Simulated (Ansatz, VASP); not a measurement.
# GaAs (GaAs(110)) in two plane-wave programs, part 3 of 3

One calculation is typed for both programs; each brings its own data sets. How far apart do they land? Of the first pair: The structure shown is the end of the VASP relaxation below. Valence electrons are named where the data sets of a main pair hold unlike numbers.

VASP 6.6.1 and Ansatz 0.2.0.

So far: Set-up; VASP: relaxation, PBE; Ansatz: single point, PBE; Differences; What the set-up changes; Ansatz: band structure, PBE.

### 7. VASP: band structure, PBE

Level of this step: PBE; plane waves and PAW (Ga, As) (VASP).

The same cell, functional, mesh and smearing now go to VASP, with its own data sets.

Contents of INCAR:

```
SYSTEM = GaAs
PREC = Normal
ENCUT = 320
EDIFF = 1E-06
NELM = 120
ISMEAR = 0
SIGMA = 0.03
LREAL = Auto
ALGO = Fast
GGA = PE
NBANDS = 54
LORBIT = 11
LWAVE = .FALSE.
LCHARG = .TRUE.
KPAR = 2
IDIPOL = 3
LDIPOL = .TRUE.
DIPOL = 0.5 0.5 0.5
LVHAR = .TRUE.
LVACPOTAV = .TRUE.
NEDOS = 1500
```

Contents of POSCAR:

```
GaAs
1.0
    4.0327186493      0.0000000000      0.0000000000
    0.0000000000      5.7031254071      0.0000000000
    0.0000000000      0.0000000000     32.3926095776
Ga As
9 9
Direct
    0.0000000000      0.0584381682      0.2606714721
    0.5000000000      0.4813659319      0.3065264792
    0.0000000000      0.9892401583      0.3742094568
    0.5000000000      0.4884993200      0.4359957253
    0.0000000000      0.9908118625      0.5000000000
    0.5000000000      0.4884993200      0.5640042747
    0.0000000000      0.9892401583      0.6257905432
    0.5000000000      0.4813659319      0.6934735208
    0.0000000000      0.0584381682      0.7393285279
    0.0000000000      0.7358547327      0.3109454688
    0.5000000000      0.2703465890      0.2384589451
    0.0000000000      0.7409078165      0.4370533160
    0.5000000000      0.2433653711      0.3721310945
    0.0000000000      0.7409078165      0.5629466840
    0.5000000000      0.2431519622      0.5000000000
    0.0000000000      0.7358547327      0.6890545312
    0.5000000000      0.2433653711      0.6278689055
    0.5000000000      0.2703465890      0.7615410549
```

Contents of KPOINTS:

```
Automatic mesh
0
Gamma
6 4 1
0 0 0
```

Contents of KPOINTS_OPT:

```
Line mode
14
Line-mode
Reciprocal
  0.00000000   0.00000000   0.00000000 GAMMA
  0.50000000   0.00000000   0.00000000 X

  0.50000000   0.00000000   0.00000000 X
  0.50000000   0.50000000   0.00000000 S

  0.50000000   0.50000000   0.00000000 S
  0.00000000   0.50000000   0.00000000 Y

  0.00000000   0.50000000   0.00000000 Y
  0.00000000   0.00000000   0.00000000 GAMMA

  0.00000000   0.00000000   0.00000000 GAMMA
  0.50000000   0.50000000   0.00000000 S
```

Potentials, in the order of the species: Ga and As (PBE family, release 64).

The run is started by

```sh
mpirun -np 4 vasp_std
```

Numbers of over 12 decimals in the logs are rounded to 6 here.

The program printed:

```text
[banner, memory and clock lines left out]
running    4 mpi-ranks, on    1 nodes
[...]
LDA part: xc-table for (Slater+PW92), standard interpolation
 POSCAR, INCAR and KPOINTS ok, starting setup
[...]
entering main loop
       N       E                     dE             d eps       ncg     rms          rms(c)
DAV:   1     0.301275022054E+03    0.30128E+03   -0.18473E+04  1304   0.687E+02
DAV:   2    -0.391131050901E+02   -0.34039E+03   -0.32860E+03  1750   0.150E+02
DAV:   3    -0.733907210193E+02   -0.34278E+02   -0.33839E+02  1584   0.495E+01
DAV:   4    -0.746549447375E+02   -0.12642E+01   -0.12604E+01  1720   0.107E+01
[...]
RMM:  20    -0.728633978958E+02   -0.66091E-05   -0.36246E-07   996   0.147E-03    0.598E-04
RMM:  21    -0.728634068973E+02   -0.90015E-05   -0.63717E-07  1113   0.156E-03    0.642E-04
RMM:  22    -0.728634078010E+02   -0.90370E-06   -0.60089E-08   576   0.705E-04
|                                                                             |
[...]
|     workfunction values.                                                    |
|                                                                             |

   1 F= -.72863408E+02 E0= -.72863408E+02  d E =-.805172E-11
 Start KPOINTS_OPT (optional k-point list driver)
k-point batch [1-12\70]
       N       E                     dE             ncg
DAV:   1    -0.533477431255E+03   -0.71622E+04     1296
DAV:   2    -0.449720340247E+04   -0.39637E+04     1722
DAV:   3    -0.491724618298E+04   -0.42004E+03     1576
DAV:   4    -0.493227576964E+04   -0.15030E+02     1696
[...]
DAV:   8    -0.493271015796E+04   -0.33314E-04     1672
DAV:   9    -0.493271015916E+04   -0.11964E-05     1242
DAV:  10    -0.493271015931E+04   -0.15232E-06     1096
[...]
k-point batch [61-70\70]
       N       E                     dE             ncg
DAV:   1    -0.384734556204E+03   -0.12294E+05     1080
DAV:   2    -0.364848649986E+04   -0.32638E+04     1476
DAV:   3    -0.396779919004E+04   -0.31931E+03     1320
DAV:   4    -0.397835838356E+04   -0.10559E+02     1440
[...]
DAV:   8    -0.397868485776E+04   -0.29967E-04     1456
DAV:   9    -0.397868485920E+04   -0.14460E-05     1152
DAV:  10    -0.397868485935E+04   -0.14966E-06      944
```

From OUTCAR (step 7):

```text
  Total        1.8333198      1.3523683     -0.5061614      0.0000000      0.0000000      0.0000000
  in kB        3.9426846      2.9083641     -1.0885361      0.0000000      0.0000000      0.0000000
  external PRESSURE =       1.9208375 kB  Pullay stress =       0.0000000 kB

 POSITION                                       TOTAL-FORCE (eV/Angst)
 -----------------------------------------------------------------------------------
      0.00000      0.33328      8.44383        -0.000000      0.003040      0.001687
      2.01636      2.74529      9.92919        -0.000000      0.014192      0.016280
      0.00000      5.64176     12.12162         0.000000     -0.007108     -0.005214
      2.01636      2.78597     14.12304         0.000000     -0.011424      0.016199
      0.00000      5.65072     16.19630        -0.000000     -0.004686      0.000000
      2.01636      2.78597     18.26957         0.000000     -0.011424     -0.016199
      0.00000      5.64176     20.27099         0.000000     -0.007108      0.005214
      2.01636      2.74529     22.46342        -0.000000      0.014192     -0.016280
      0.00000      0.33328     23.94878        -0.000000      0.003040     -0.001687
      0.00000      4.19667     10.07234        -0.000000      0.009569     -0.015722
      2.01636      1.54182      7.72431        -0.000000     -0.004686      0.023761
      0.00000      4.22549     14.15730        -0.000000     -0.001893     -0.005309
      2.01636      1.38794     12.05430         0.000000     -0.003481      0.006078
      0.00000      4.22549     18.23531        -0.000000     -0.001893      0.005309
[...]
-----------------------------------------------------------------------------------
    total drift:                                0.000000     -0.015264     -0.000002

  FREE ENERGIE OF THE ION-ELECTRON SYSTEM (eV)
  ---------------------------------------------------
  free  energy   TOTEN  =       -72.8634078010 eV

  energy  without entropy=      -72.8634078010  energy(sigma->0) =      -72.86340780

[... 2 parts as in an earlier step ...]

[... 1 further part left out ...]
[key lines of the parts left out:]
E-fermi :  -0.5489
```

### 8. Side by side

What differs besides the data sets and the points named for the pairs above, as far as they apply: the data sets hold 252 valence electrons in Ansatz (on its default PAW (the set named soft_2) files) and 72 in VASP. Total energies have different zeros and are not compared.

The two programs side by side:

```csv
quantity,Ansatz,VASP,difference
gap over the path points (eV),0.649,0.683,-0.034
```

Levels at points of the path, from each program's valence-band top (eV; 4 filled, then empty):

```csv
k (reciprocal lattice),Ansatz,VASP
0.000 0.000 0.000,-0.33 -0.28 -0.11 0.00 0.65 1.44 1.54,-0.33 -0.28 -0.11 0.00 0.68 1.46 1.55
0.077 0.000 0.000,-0.57 -0.51 -0.36 -0.29 1.12 1.63 1.73,-0.56 -0.51 -0.36 -0.29 1.15 1.64 1.75
0.154 0.000 0.000,-0.94 -0.86 -0.58 -0.46 1.54 1.78 1.95,-0.94 -0.86 -0.58 -0.46 1.56 1.79 1.97
0.269 0.000 0.000,-1.39 -1.23 -1.01 -0.65 1.49 1.66 2.10,-1.39 -1.23 -1.00 -0.64 1.51 1.67 2.12
0.346 0.000 0.000,-1.64 -1.41 -1.14 -0.81 1.20 1.33 1.78,-1.63 -1.40 -1.12 -0.81 1.21 1.34 1.79
0.423 0.000 0.000,-1.76 -1.47 -1.22 -1.00 0.99 1.01 1.73,-1.75 -1.46 -1.20 -0.98 1.00 1.01 1.74
0.500 0.000 0.000,-1.71 -1.47 -1.25 -1.10 0.88 0.92 1.64,-1.70 -1.47 -1.23 -1.08 0.88 0.92 1.65
0.500 0.077 0.000,-1.67 -1.47 -1.24 -1.09 0.94 0.94 1.73,-1.66 -1.47 -1.21 -1.07 0.94 0.95 1.75
0.500 0.192 0.000,-1.51 -1.48 -1.16 -1.05 1.09 1.18 1.91,-1.51 -1.47 -1.14 -1.03 1.10 1.19 1.93
0.500 0.269 0.000,-1.49 -1.40 -1.09 -1.01 1.18 1.31 1.95,-1.49 -1.39 -1.08 -0.99 1.20 1.32 1.98
```

At this near-relaxed geometry the largest component of a force difference is 73 meV/Å. Among the levels compared at these points, filled levels agree within 24 meV and empty ones within 34 meV. With vacuum in the cell, a pressure given here is an average over mostly empty space and none of the material.

### 9. Outcome

```json
{
  "r.m.s. force difference (single point, PBE)": "18 meV/Å",
  "r.m.s. force difference (band structure, PBE)": "18 meV/Å"
}
```

The r.m.s. force difference is 18 meV/Å (band structure, PBE), beyond the 12 meV/Å picked in this series as the mark of a large difference. The data sets hold unlike numbers of valence electrons (252 in Ansatz and 72 in VASP), so part of the differences comes from the potentials. For single point, PBE, no further run moves any of the tabulated differences by more than a quarter of its size. What causes the difference of the band structure, PBE pair stays open here. 3 further runs of this series are not shown here. How closely two codes agree says nothing of how well the functional describes the real material.

[Lines on the potential files, build, host, timing and source positions are cut from VASP's logs without a mark.]

[Logs are printed without paths, hosts, clocks, repeated set-up lines and the standing remarks that a program may print on its own settings, such as how far it seeks lower states.]

[Hosts, paths, dates, database ids (printed as entryN), source tags and the programs' standing remarks are cut or masked in the printed files.]
